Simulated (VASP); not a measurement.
# Ru in VASP: relaxation of the atoms with PBE

Aim: the relaxation of the atoms of Ru with PBE.

Program: VASP 6.6.1. These are calculated values, not measurements. Logs are shortened: lines on timing, memory, paths and dates and some standing lists are left out, and cuts for length are marked.

**1. Starting point**

The cell holds a slab with vacuum, 4 atoms: a = 2.719 Å, b = 2.719 Å, c = 25.632 Å, α = 90.00°, β = 90.00°, γ = 120.00°.

The cell was built by a generator and needn't be a form met in nature.

**2. Relaxation of the atoms, PBE**

INCAR reads:

```
SYSTEM = Ru
ALGO = Normal ; DIPOL = 0.5 0.5 0.500
EDIFF = 1E-7 ; EDIFFG = -0.02
ENCUT = 520 ; GGA = PE
IBRION = 2 ; IDIPOL = 3
ISIF = 2 ; ISMEAR = 1
LASPH = .True. ; LCHARG = .False.
LDIPOL = .True. ; LREAL = .False.
LWAVE = .False. ; NELM = 120
NSW = 90 ; PREC = Accurate
SIGMA = 0.1
```

KPOINTS reads:

```
k-points
0
Gamma
  14 14 1
  0 0 0
```

POSCAR reads:

```
Ru
1.0
    2.7193470000      0.0000000000      0.0000000000
   -1.3596735000      2.3550235400      0.0000000000
    0.0000000000      0.0000000000     25.6324044400
Ru
4
Selective dynamics
Direct
    0.3333330000      0.6666670000      0.3742890300  F F F
    0.6666670000      0.3333330000      0.4580963400  T T T
    0.3333330000      0.6666670000      0.5419036600  T T T
    0.6666670000      0.3333330000      0.6257109700  T T T
```

Potentials or basis: VASP PAW PBE potentials, release 64 (Ru_pv).

Command:

```sh
cat potpaw_PBE.64/Ru_pv/POTCAR > POTCAR
mpirun -np 1 vasp_std > vasp.out
```

OUTCAR:

```text
SYSTEM = Ru
   EDIFF = 1E-7
   EDIFFG = -0.02
   ENCUT = 520
   GGA = PE
   IBRION = 2
   ISIF = 2
   ISMEAR = 1
   LASPH = .True.
   LREAL = .False.
   NELM = 120
   NSW = 90
   PREC = Accurate

 ion  position               nearest neighbor table
   1  0.333  0.667  0.374-   2 2.66   2 2.66   2 2.66
   2  0.667  0.333  0.458-   1 2.66   1 2.66   3 2.66   3 2.66   1 2.66   3 2.66
   3  0.333  0.667  0.542-   4 2.66   4 2.66   2 2.66   2 2.66   4 2.66   2 2.66
   4  0.667  0.333  0.626-   3 2.66   3 2.66   3 2.66

  LATTYP: Found a hexagonal cell.
 ALAT       =     2.7193470000
 C/A-ratio  =     9.4259410219

  Lattice vectors:

 A1 = (   2.7193470000,   0.0000000000,   0.0000000000)
 A2 = (  -1.3596735000,   2.3550235400,   0.0000000000)
 A3 = (   0.0000000000,   0.0000000000,  25.6324044400)

Analysis of symmetry for initial positions (statically):
=====================================================================
 Subroutine PRICEL returns:
 Original cell was already a primitive cell.

 Routine SETGRP: Setting up the symmetry group for a
 hexagonal supercell.

 Subroutine GETGRP returns: Found 12 space group operations
 (whereof 12 operations were pure point group operations)
 out of a pool of 24 trial point group operations.

The static configuration has the point symmetry D_3d.

Analysis of symmetry for dynamics (positions and initial velocities):
=====================================================================
 Subroutine PRICEL returns:
 Original cell was already a primitive cell.

 Routine SETGRP: Setting up the symmetry group for a
 hexagonal supercell.

 Subroutine GETGRP returns: Found 12 space group operations
 (whereof 12 operations were pure point group operations)
 out of a pool of 24 trial point group operations.

The dynamic configuration has the point symmetry D_3d.

Analysis of constrained symmetry for selective dynamics:
=====================================================================
 Subroutine PRICEL returns:
 Original cell was already a primitive cell.

 Routine SETGRP: Setting up the symmetry group for a
 hexagonal supercell.

 Subroutine GETGRP returns: Found  6 space group operations
 (whereof  6 operations were pure point group operations)
 out of a pool of 24 trial point group operations.

The constrained configuration has the point symmetry C_3v.

 Subroutine INISYM returns: Found  6 space group operations
 (whereof  6 operations are pure point group operations),
 and found     1 'primitive' translations

----------------------------------------------------------------------------------------

                                     Primitive cell

  volume of cell :     164.1532

  direct lattice vectors                    reciprocal lattice vectors
     2.719347000  0.000000000  0.000000000     0.367735342  0.212312103  0.000000000
    -1.359673500  2.355023540  0.000000000     0.000000000  0.424624206  0.000000000
     0.000000000  0.000000000 25.632404440     0.000000000  0.000000000  0.039013117

  length of vectors
     2.719347000  2.719346962 25.632404440     0.424624200  0.424624206  0.039013117

  position of ions in fractional coordinates (direct lattice)
     0.333333000  0.666667000  0.374289030
     0.666667000  0.333333000  0.458096340
     0.333333000  0.666667000  0.541903660
     0.666667000  0.333333000  0.625710970

  ion indices of the primitive-cell ions
   primitive index   ion index
                 1           1
                 2           2
                 3           3
                 4           4

----------------------------------------------------------------------------------------

 KPOINTS: k-points
[... 49 lines left out ...]
   k-points           NKPTS =     24   k-points in BZ     NKDIM =     24   number of bands    NBANDS=     33
   number of dos      NEDOS =    301   number of ions     NIONS =      4
   total plane-waves  NPLWV =  76800
   dimension x,y,z NGX =    20 NGY =   20 NGZ =  192
   dimension x,y,z NGXF=    40 NGYF=   40 NGZF=  384
   ions per type =               4
   NGX,Y,Z   is equivalent  to a cutoff of  12.23, 12.23, 12.45 a.u.
   NGXF,Y,Z  is equivalent  to a cutoff of  24.45, 24.45, 24.91 a.u.
 SYSTEM =  Ru
   PREC   = accura    normal or accurate (medium, high low for compatibility)
   ISTART =      0    job   : 0-new  1-cont  2-samecut
   ICHARG =      2    charge: 1-file 2-atom 10-const
   ISPIN  =      1    spin polarized calculation?
   LNONCOLLINEAR =      F non collinear calculations
   LSORBIT =      F    spin-orbit coupling
   LASPH  =      T    aspherical Exc in radial PAW
   ENCUT  =  520.0 eV  38.22 Ry    6.18 a.u.   5.06  5.06 47.66*2*pi/ulx,y,z
   NELM   =    120;   NELMIN=  2; NELMDL= -5     # of ELM steps
   EDIFF  = 0.1E-06   stopping-criterion for ELM
   LREAL  =      F    real-space projection
   EDIFFG = -.2E-01   stopping-criterion for IOM
   NSW    =     90    number of steps for IOM
   IBRION =      2    ionic relax: 0-MD 1-quasi-New 2-CG
   NFREE  =      1    steps in history (QN), initial steepest desc. (CG)
   ISIF   =      2    stress and relaxation
   ISYM   =      2    0-nonsym 1-usesym 2-fastsym
   POTIM  = 0.5000    time-step for ionic-motion
   TEBEG  =    0.0;   TEEND  =   0.0 temperature during run
   PSTRESS=    0.0 pullay stress
   NELECT =      56.0000    total number of electrons
   NUPDOWN=      -1.0000    fix difference up-down
   EMIN   =  10.00;   EMAX   =-10.00  energy-range for DOS
   EFERMI =   0.00;   METHOD = LEGACY
   ISMEAR =     1;   SIGMA  =   0.10  broadening in eV -4-tet -1-fermi 0-gaus
   EFERMI_NEDOS =   21; number of points for ismear=-14 and -15
   IALGO  =     38    algorithm
   IMIX   =      4    mixing-type and parameters
     AMIX     =   0.40;   BMIX     =  1.00
     AMIX_MAG =   1.60;   BMIX_MAG =  1.00
  volume/ion in A,a.u.               =      41.04       276.94
  Fermi-wavevector in a.u.,A,eV,Ry     =   1.143899  2.161656 17.803297  1.308505
  Thomas-Fermi vector in A             =   2.280593
   LORBIT       =      0    0 simple, 1 ext, 2 COOP (PROOUT), +10 PAW based schemes
   GGA     = PE    functional components
   LHFCALC =     F    Hartree Fock is set to
   AEXX    =    0.0000 exact exchange contribution
   IVDW    =     0    specifies the selected vdW correction
   LEPSILON=     F    determine dielectric tensor
   LRPA    =     F    only Hartree local field effects (RPA)
 conjugate gradient relaxation of ions
 non-spin polarized calculation
 Methfessel and Paxton  Order N= 1 SIGMA  =   0.10
  energy-cutoff  :      520.00
  volume of cell :      164.15
 maximum number of plane-waves:      4457
   NGX = 11   NGY = 11   NGZ = 95

--------------------------------------- Ionic step        1  -------------------------------------------

 number of electron      56.0000013 magnetization

 Free energy of the ion-electron system (eV)
  ---------------------------------------------------
  ext. energy  EPLUGINS =         0.00000000
  ---------------------------------------------------
  free energy    TOTEN  =       -34.75562893 eV

  energy without entropy =      -34.76029939  energy(sigma->0) =      -34.75718575

------------------------ aborting loop because EDIFF is reached ----------------------------------------

  FORCE on cell =-STRESS in cart. coord.  units (eV):
  Direction    XX          YY          ZZ          XY          YZ          ZX
  --------------------------------------------------------------------------------------
  -------------------------------------------------------------------------------------
  Total       -3.8189347     -3.8189346     -3.3313163      0.0000000      0.0000000     -0.0000000
  in kB      -37.2737932    -37.2737918    -32.5145105      0.0000000      0.0000000     -0.0000000
  external PRESSURE =     -35.6873652 kB  Pullay stress =       0.0000000 kB
[... 103 lines left out ...]
 number of electron      56.0000009 magnetization

------------------------ aborting loop because EDIFF is reached ----------------------------------------

 vacuum level on the upper side and lower side of the slab       (xc-potential included)        -0.022         0.001

  FORCE on cell =-STRESS in cart. coord.  units (eV):
  Direction    XX          YY          ZZ          XY          YZ          ZX
  --------------------------------------------------------------------------------------
  -------------------------------------------------------------------------------------
  Total       -3.3209887     -3.3209886     -2.1971660      0.0000000      0.0000000      0.0000000
  in kB      -32.4137106    -32.4137094    -21.4449096      0.0000000      0.0000000      0.0000000
  external PRESSURE =     -28.7574432 kB  Pullay stress =       0.0000000 kB
[... 171 lines left out ...]
  FREE ENERGIE OF THE ION-ELECTRON SYSTEM (eV)
  ---------------------------------------------------
  free  energy   TOTEN  =       -34.8086845260 eV

  energy  without entropy=      -34.8078219989  energy(sigma->0) =      -34.80839702

 dipolmoment           0.000000      0.000000      0.000079 electrons x Angstroem

--------------------------------------- Ionic step        9  -------------------------------------------

 number of electron      56.0000011 magnetization

 dipolmoment           0.000000      0.000000     -0.000008 electrons x Angstroem

 Free energy of the ion-electron system (eV)
  ---------------------------------------------------
  ext. energy  EPLUGINS =         0.00000000
  ---------------------------------------------------
  free energy    TOTEN  =       -34.80907748 eV

  energy without entropy =      -34.80787852  energy(sigma->0) =      -34.80867783

 E-fermi :   0.9463     XC(G=0):  -5.4627

 val. band max:        0.9431855902   @ k =   0.2857   0.0714   0.0000
 cond. band min:       0.9512540822   @ k =   0.2143   0.0000   0.0000
 fundamental gap:      0.0080684920
 Fermi energy:         0.9463174533

 k-point     1 :       0.0000    0.0000    0.0000
  band No.  band energies     occupation
      1     -42.6796      2.00000
      2     -42.2821      2.00000
      3     -41.8884      2.00000
      4     -41.8884      2.00000
      5     -41.8117      2.00000
      6     -41.8117      2.00000
[... 853 lines left out ...]
     32       2.1986     -0.00000
     33       7.6134      0.00000

------------------------ aborting loop because EDIFF is reached ----------------------------------------

 vacuum level on the upper side and lower side of the slab       (xc-potential included)        -0.008        -0.008

  FORCE on cell =-STRESS in cart. coord.  units (eV):
  Direction    XX          YY          ZZ          XY          YZ          ZX
  --------------------------------------------------------------------------------------
  -------------------------------------------------------------------------------------
  Total       -2.7213063     -2.7213062     -0.0642702      0.0000000      0.0000000      0.0000000
  in kB      -26.5606547    -26.5606537     -0.6272935      0.0000000      0.0000000      0.0000000
  external PRESSURE =     -17.9162006 kB  Pullay stress =       0.0000000 kB
[... 19 lines left out ...]
  FREE ENERGIE OF THE ION-ELECTRON SYSTEM (eV)
  ---------------------------------------------------
  free  energy   TOTEN  =       -34.8090774837 eV

  energy  without entropy=      -34.8078785241  energy(sigma->0) =      -34.80867783

 reached required accuracy - stopping structural energy minimisation

 vacuum level on the upper side and lower side of the slab         5.972         5.972
```

Run time: 14 min. Hardware: 1 thread of Intel Xeon Platinum 8488C (Sapphire Rapids), shared host; peak memory 0.32 GiB.

What came out:

| Quantity | Value |
| --- | --- |
| Free energy | -34.8091 eV |
| Energy gained by relaxing | 13.4 meV/atom |
| Ionic steps | 9 |
| Band gap on the k mesh | none (metal or under the smearing width) |

Step by step:
| step | energy change (eV) | largest force (eV/Å) | pressure (GPa) |
| --- | --- | --- | --- |
| 1 | 0.0000 | 0.6947 | -3.57 |
| 2 | -0.0297 | 0.5322 | -3.11 |
| 3 | -0.0302 | 0.5091 | -3.02 |
| 4 | -0.0353 | 0.4501 | -2.88 |
| 5 | -0.0471 | 0.2645 | -2.42 |
| 6 | -0.0522 | 0.1431 | -1.46 |
| 7 | -0.0533 | 0.0562 | -1.76 |
| 8 | -0.0531 | 0.1005 | -1.84 |
| 9 | -0.0534 | 0.0039 | -1.79 |

Final structure:
```
Ru
1.0
     2.71935    0.00000    0.00000
    -1.35967    2.35502    0.00000
     0.00000    0.00000   25.63240
Ru
4
Direct
  0.33333 0.66667 0.37429
  0.66667 0.33333 0.45518
  0.33333 0.66667 0.53951
  0.66667 0.33333 0.62041
```

Levels at points of the mesh, in eV from the Fermi level:
```csv
k point,band 25,band 26,band 27,band 28,band 29,band 30,band 31,band 32
"(0.00, 0.00, 0.00)",-2.06,-2.06,-1.72,-0.88,-0.88,0.09,0.09,0.16
"(0.50, 0.00, 0.00)",0.14,0.15,1.03,1.35,1.37,1.52,1.89,1.93
```
